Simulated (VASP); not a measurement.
# Br (Cmce) in VASP: further runs

One crystal, Br, is run at these levels: PBE, LDA; tasks: evGW0 quasiparticle levels, G0W0 quasiparticle levels, band structure.

Program: VASP 6.6.1. These are calculated values, not measurements. Logs are shortened: lines on timing, memory, paths and dates and some standing lists are left out, and cuts for length are marked.

## 1. The crystal as given

The structure is orthorhombic, space group Cmce (No. 64). The conventional cell has a = 6.726 Å, b = 4.645 Å, c = 8.702 Å, α = 90.00°, β = 90.00°, γ = 90.00°. Around Br (site symmetry m) lie 1 Br at 2.29 Å.

## 2. EvGW0 quasiparticle levels, PBE

POSCAR

```
Br
1.0
    3.3632500000     -2.3225500000      0.0000000000
    3.3632500000      2.3225500000      0.0000000000
    0.0000000000      0.0000000000      8.7023000000
Br
4
Direct
    0.3651000000      0.6349000000      0.3901000000
    0.1349000000      0.8651000000      0.8901000000
    0.6349000000      0.3651000000      0.6099000000
    0.8651000000      0.1349000000      0.1099000000
```

INCAR.step1

```
SYSTEM = Br
PREC = Accurate
ENCUT = 500
EDIFF = 1E-8
ISMEAR = 0
SIGMA = 0.01
LREAL = .FALSE.
LASPH = .TRUE.
NELM = 80
ALGO = Normal
LWAVE = .TRUE.
LCHARG = .FALSE.
GGA = PE
KPAR = 4
```

INCAR.step2

```
SYSTEM = Br
PREC = Accurate
ENCUT = 500
EDIFF = 1E-8
ISMEAR = 0
SIGMA = 0.01
LREAL = .FALSE.
LASPH = .TRUE.
NELM = 1
ALGO = Exact
LWAVE = .TRUE.
LCHARG = .FALSE.
GGA = PE
NBANDS = 419
LOPTICS = .TRUE.
ISTART = 1
KPAR = 4
```

INCAR.step3

```
SYSTEM = Br
PREC = Accurate
ENCUT = 500
EDIFF = 1E-8
ISMEAR = 0
SIGMA = 0.01
LREAL = .FALSE.
LASPH = .TRUE.
ALGO = EVGW0
LWAVE = .FALSE.
LCHARG = .FALSE.
GGA = PE
NELMGW = 4
NBANDS = 419
ENCUTGW = 120
NOMEGA = 50
PRECFOCK = Fast
ISTART = 1
NBANDSGW = 22
KPAR = 4
```

KPOINTS

```
regular mesh
0
G
  4 4 2
  0 0 0
```

Potentials or basis: VASP PAW PBE potentials, release 64 (Br_GW).

Started as:

```console
> cat potpaw_PBE.64/Br_GW/POTCAR > POTCAR
> cp INCAR.step1 INCAR
> mpirun -np 4 vasp_std > vasp.out
> cp INCAR.step2 INCAR
> mpirun -np 4 vasp_std > vasp.out
> cp INCAR.step3 INCAR
> mpirun -np 4 vasp_std > vasp.out
```

OUTCAR:

```text
SYSTEM = Br
   PREC = Accurate
   ENCUT = 500
   EDIFF = 1E-8
   ISMEAR = 0
   LREAL = .FALSE.
   LASPH = .TRUE.
   GGA = PE
   NELMGW = 4
   ENCUTGW = 120
   PRECFOCK = Fast
   ISTART = 1

 ion  position               nearest neighbor table
   1  0.365  0.635  0.390-   3 2.29
   2  0.135  0.865  0.890-   4 2.29
   3  0.635  0.365  0.610-   1 2.29
   4  0.865  0.135  0.110-   2 2.29

  LATTYP: Found a base centered orthorhombic cell.
 ALAT       =     4.6451000000
 B/A-ratio  =     1.4480850789
 C/A-ratio  =     1.8734365245

  Lattice vectors:

 A1 = (  -3.3632500000,  -2.3225500000,   0.0000000000)
 A2 = (   3.3632500000,  -2.3225500000,   0.0000000000)
 A3 = (   0.0000000000,   0.0000000000,   8.7023000000)

Analysis of symmetry for initial positions (statically):
=====================================================================
 Subroutine PRICEL returns:
 Original cell was already a primitive cell.

 Routine SETGRP: Setting up the symmetry group for a
 base centered orthorhombic supercell.

 Subroutine GETGRP returns: Found  8 space group operations
 (whereof  4 operations were pure point group operations)
 out of a pool of  8 trial point group operations.

The static configuration has the point symmetry C_2h.
 The point group associated with its full space group is D_2h.

Analysis of symmetry for dynamics (positions and initial velocities):
=====================================================================
 Subroutine PRICEL returns:
 Original cell was already a primitive cell.

 Routine SETGRP: Setting up the symmetry group for a
 base centered orthorhombic supercell.

 Subroutine GETGRP returns: Found  8 space group operations
 (whereof  4 operations were pure point group operations)
 out of a pool of  8 trial point group operations.

The dynamic configuration has the point symmetry C_2h.
 The point group associated with its full space group is D_2h.

 Subroutine INISYM returns: Found  8 space group operations
 (whereof  4 operations are pure point group operations),
 and found     1 'primitive' translations

----------------------------------------------------------------------------------------

                                     Primitive cell

  volume of cell :     135.9528

  direct lattice vectors                    reciprocal lattice vectors
     3.363250000 -2.322550000  0.000000000     0.148665725 -0.215280618  0.000000000
     3.363250000  2.322550000  0.000000000     0.148665725  0.215280618  0.000000000
     0.000000000  0.000000000  8.702300000     0.000000000  0.000000000  0.114912150

  length of vectors
     4.087259359  4.087259359  8.702300000     0.261624239  0.261624239  0.114912150

  position of ions in fractional coordinates (direct lattice)
     0.365100000  0.634900000  0.390100000
     0.134900000  0.865100000  0.890100000
     0.634900000  0.365100000  0.609900000
     0.865100000  0.134900000  0.109900000

  ion indices of the primitive-cell ions
   primitive index   ion index
                 1           1
                 2           2
                 3           3
                 4           4

----------------------------------------------------------------------------------------

 KPOINTS: regular mesh

Automatic generation of k-mesh.
 Grid dimensions read from file:
 generate k-points for:    4    4    2

 Generating k-lattice:

  Cartesian coordinates                     Fractional coordinates (reciprocal lattice)
     0.037166431 -0.053820155  0.000000000     0.250000000  0.000000000  0.000000000
     0.037166431  0.053820155  0.000000000     0.000000000  0.250000000  0.000000000
     0.000000000  0.000000000  0.057456075     0.000000000  0.000000000  0.500000000

  Length of vectors
     0.065406060  0.065406060  0.057456075

  Shift w.r.t. Gamma in fractional coordinates (k-lattice)
     0.000000000  0.000000000  0.000000000

 Subroutine IBZKPT returns following result:
 ===========================================

 Found     14 irreducible k-points:

 Following reciprocal coordinates:
            Coordinates               Weight
  0.000000  0.000000  0.000000      1.000000
  0.250000 -0.000000  0.000000      4.000000
  0.500000 -0.000000  0.000000      2.000000
  0.250000  0.250000  0.000000      2.000000
  0.500000  0.250000  0.000000      4.000000
 -0.250000  0.250000  0.000000      2.000000
  0.500000  0.500000  0.000000      1.000000
  0.000000  0.000000  0.500000      1.000000
  0.250000 -0.000000  0.500000      4.000000
  0.500000 -0.000000  0.500000      2.000000
  0.250000  0.250000  0.500000      2.000000
  0.500000  0.250000  0.500000      4.000000
 -0.250000  0.250000  0.500000      2.000000
  0.500000  0.500000  0.500000      1.000000
   k-points           NKPTS =     14   k-points in BZ     NKDIM =     32   number of bands    NBANDS=    419
   number of dos      NEDOS =    301   number of ions     NIONS =      4
   total plane-waves  NPLWV =  57600
   dimension x,y,z NGX =    30 NGY =   30 NGZ =   64
   dimension x,y,z NGXF=    60 NGYF=   60 NGZF=  128
   ions per type =               4
   NGX,Y,Z   is equivalent  to a cutoff of  12.20, 12.20, 12.23 a.u.
   NGXF,Y,Z  is equivalent  to a cutoff of  24.40, 24.40, 24.45 a.u.
 SYSTEM =  Br
   PREC   = accura    normal or accurate (medium, high low for compatibility)
   ISTART =      1    job   : 0-new  1-cont  2-samecut
   ICHARG =      0    charge: 1-file 2-atom 10-const
   ISPIN  =      1    spin polarized calculation?
   LNONCOLLINEAR =      F non collinear calculations
   LSORBIT =      F    spin-orbit coupling
   LASPH  =      T    aspherical Exc in radial PAW
   ENCUT  =  500.0 eV  36.75 Ry    6.06 a.u.   7.45  7.45 15.87*2*pi/ulx,y,z
   NELM   =     60;   NELMIN=  2; NELMDL=  0     # of ELM steps
   EDIFF  = 0.1E-07   stopping-criterion for ELM
   LREAL  =      F    real-space projection
   EDIFFG = 0.1E-06   stopping-criterion for IOM
   NSW    =      0    number of steps for IOM
   IBRION =     -1    ionic relax: 0-MD 1-quasi-New 2-CG
   NFREE  =      0    steps in history (QN), initial steepest desc. (CG)
   ISIF   =      0    stress and relaxation
   ISYM   =      3    0-nonsym 1-usesym 2-fastsym
   POTIM  = 0.5000    time-step for ionic-motion
   TEBEG  =    0.0;   TEEND  =   0.0 temperature during run
   PSTRESS=    0.0 pullay stress
   NELECT =      28.0000    total number of electrons
   NUPDOWN=      -1.0000    fix difference up-down
   EMIN   =  10.00;   EMAX   =-10.00  energy-range for DOS
   EFERMI =   0.00;   METHOD = LEGACY
   ISMEAR =     0;   SIGMA  =   0.01  broadening in eV -4-tet -1-fermi 0-gaus
   EFERMI_NEDOS =   21; number of points for ismear=-14 and -15
   IALGO  =     38    algorithm
   IMIX   =      4    mixing-type and parameters
     AMIX     =   0.40;   BMIX     =  1.00
     AMIX_MAG =   1.60;   BMIX_MAG =  1.00
  volume/ion in A,a.u.               =      33.99       229.36
  Fermi-wavevector in a.u.,A,eV,Ry     =   0.966788  1.826965 12.717090  0.934680
  Thomas-Fermi vector in A             =   2.096619
   LORBIT       =      0    0 simple, 1 ext, 2 COOP (PROOUT), +10 PAW based schemes
   GGA     = PE    functional components
   LHFCALC =     T    Hartree Fock is set to
   PRECFOCK=fast      Normal, Fast or Accurate (Low or Medium for compatibility)
   ENCUT4O =  -1.0   cutoff for four orbital integrals eV
   NKREDX  =     1    reduce k-point grid by
   NKREDY  =     1    reduce k-point grid by
   NKREDZ  =     1    reduce k-point grid by
   AEXX    =    1.0000 exact exchange contribution
   HFSCREEN=    0.0000 screening length (either q_TF or 0.3 A-1)
   HFSCREENC=   0.0000 screening length for correlation (either q_TF or 0.3 A-1)
   ENCUTFOCK=  -1.0 apply spherical cutoff to Coloumb kernel
   IVDW    =     0    specifies the selected vdW correction
   LEPSILON=     F    determine dielectric tensor
   LRPA    =     F    only Hartree local field effects (RPA)
   LRPAFORCE           =     F    calculate RPA forces
   ENCUTGW             = 120.0    cutoff for response function in eV
   ENCUTGWSOFT         =  96.0    soft cutoff for Coulomb kernel in GW response function in eV
   ENCUTLF             =  -1.0    cutoff for local field effects
   NELMGW              =     4    number of iterations in solving QP/BSE equation
   NELMHF              =     1    number of iterations in the inner HF iteration
   NKREDLFX            =     1    NKREDLFY  =   1   NKREDLFZ  =   1
 non-spin polarized calculation
 Gauss-broadening in eV      SIGMA  =   0.01
  energy-cutoff  :      500.00
  volume of cell :      135.95
 maximum number of plane-waves:      3476
 NGX is ok and might be reduce to    30
  NGX = 16; NGY = 16; NGZ = 36
   NGX = 15   NGY = 15   NGZ = 31
 maximum number of plane-waves:       416

 QP shifts <psi_nk| G(iteration)W_0 |psi_nk>: iteration 1
 for sc-GW calculations column KS-energies equals QP-energies in previous step
 and V_xc(KS)=  KS-energies - (<T + V_ion + V_H > + <T+V_H+V_ion>^1  + <V_x>^1)

 k-point   1 :       0.0000    0.0000    0.0000
  band No.  KS-energies  QP-energies   sigma(KS)   V_xc(KS)     V^pw_x(r,r')   Z            occupation Imag(sigma)

      1     -16.2689     -16.8220     -14.7070     -13.7940     -22.4288       0.6058       2.0000       1.3990
      2     -15.9548     -16.5480     -14.9675     -14.0109     -22.4504       0.6201       2.0000       1.2956
      3     -13.4426     -14.0209     -14.7844     -13.9349     -21.5770       0.6807       2.0000       1.3507
      4     -12.7757     -13.3301     -15.3342     -14.4612     -21.7024       0.6351       2.0000       1.0331
      5      -5.2603      -6.2540     -13.8733     -12.5073     -16.2332       0.7274       2.0000       0.4210
      6      -4.2651      -5.1932     -14.5030     -13.2194     -16.4241       0.7231       2.0000       0.2821
[... 352 lines left out ...]
     21       8.7661       9.1587      -7.6036      -8.1204      -3.5758       0.7595       0.0000      -0.1879
     22       8.7661       9.1587      -7.6036      -8.1204      -3.5758       0.7595       0.0000      -0.1879

 QP shifts <psi_nk| G(iteration)W_0 |psi_nk>: iteration 2

 k-point   1 :       0.0000    0.0000    0.0000
  band No. old QP-enery  QP-energies   sigma(KS)   T+V_ion+V_H  V^pw_x(r,r')   Z            occupation Imag(sigma)

      1     -16.8220     -17.0798     -14.7820      -2.4749     -22.4288       0.5927       2.0000       1.2925
      2     -16.5480     -16.8058     -15.0274      -1.9439     -22.4504       0.6090       2.0000       1.2035
      3     -14.0209     -14.2010     -14.7982       0.4923     -21.5770       0.6317       2.0000       1.1931
      4     -13.3301     -13.5774     -15.4134       1.6855     -21.7024       0.6218       2.0000       0.8985
      5      -6.2540      -6.4539     -13.7761       7.2470     -16.2332       0.7266       2.0000       0.3975
      6      -5.1932      -5.3971     -14.4293       8.9543     -16.4241       0.7237       2.0000       0.2651
[... 352 lines left out ...]
     21       9.1587       9.2107      -7.6595      16.8865      -3.5758       0.7604       0.0000      -0.1987
     22       9.1587       9.2107      -7.6595      16.8865      -3.5758       0.7604       0.0000      -0.1987

 QP shifts <psi_nk| G(iteration)W_0 |psi_nk>: iteration 3

 k-point   1 :       0.0000    0.0000    0.0000
  band No. old QP-enery  QP-energies   sigma(KS)   T+V_ion+V_H  V^pw_x(r,r')   Z            occupation Imag(sigma)

      1     -17.0798     -17.1772     -14.7685      -2.4749     -22.4288       0.5955       2.0000       1.2932
      2     -16.8058     -16.8983     -15.0148      -1.9439     -22.4504       0.6052       2.0000       1.2040
      3     -14.2010     -14.2809     -14.8207       0.4923     -21.5770       0.6273       2.0000       1.1693
      4     -13.5774     -13.6621     -15.3992       1.6855     -21.7024       0.6213       2.0000       0.8988
      5      -6.4539      -6.5011     -13.7667       7.2470     -16.2332       0.7184       2.0000       0.3926
      6      -5.3971      -5.4448     -14.4171       8.9543     -16.4241       0.7259       2.0000       0.2588
[... 352 lines left out ...]
     21       9.2107       9.2161      -7.6687      16.8865      -3.5758       0.7611       0.0000      -0.2010
     22       9.2107       9.2161      -7.6687      16.8865      -3.5758       0.7611       0.0000      -0.2010

 QP shifts <psi_nk| G(iteration)W_0 |psi_nk>: iteration 4

 k-point   1 :       0.0000    0.0000    0.0000
  band No. old QP-enery  QP-energies   sigma(KS)   T+V_ion+V_H  V^pw_x(r,r')   Z            occupation Imag(sigma)

      1     -17.1772     -17.2110     -14.7587      -2.4749     -22.4288       0.5990       2.0000       1.2999
      2     -16.8983     -16.9301     -15.0068      -1.9439     -22.4504       0.6059       2.0000       1.2093
      3     -14.2809     -14.3094     -14.8183       0.4923     -21.5770       0.6310       2.0000       1.1763
      4     -13.6621     -13.6896     -15.3918       1.6855     -21.7024       0.6222       2.0000       0.9040
      5      -6.5011      -6.5140     -13.7663       7.2470     -16.2332       0.7131       2.0000       0.3899
      6      -5.4448      -5.4576     -14.4168       8.9543     -16.4241       0.7262       2.0000       0.2558
[... 352 lines left out ...]
     21       9.2161       9.2162      -7.6703      16.8865      -3.5758       0.7613       0.0000      -0.2013
     22       9.2161       9.2162      -7.6703      16.8865      -3.5758       0.7613       0.0000      -0.2013
```

It took 22 min on 4 MPI ranks of Intel Xeon Platinum 8488C (Sapphire Rapids), shared host; peak memory 3.8 GiB.

What came out:

| Item | Value |
| --- | --- |
| Band gap on the k mesh, mean-field level | 1.87 eV, indirect (least direct gap 1.91 eV) |
| Quasiparticle gap | 4.16 eV |
| Least direct quasiparticle gap | 4.35 eV |

Quasiparticle gap after each update of the energies (eV): 3.70, 4.07, 4.14, 4.16

Caveat: bands, screening cutoff and mesh are small and nothing is extrapolated, so the quasiparticle values aren't converged. A k mesh can miss the band edges.

(Continued in part 2 of 3.)
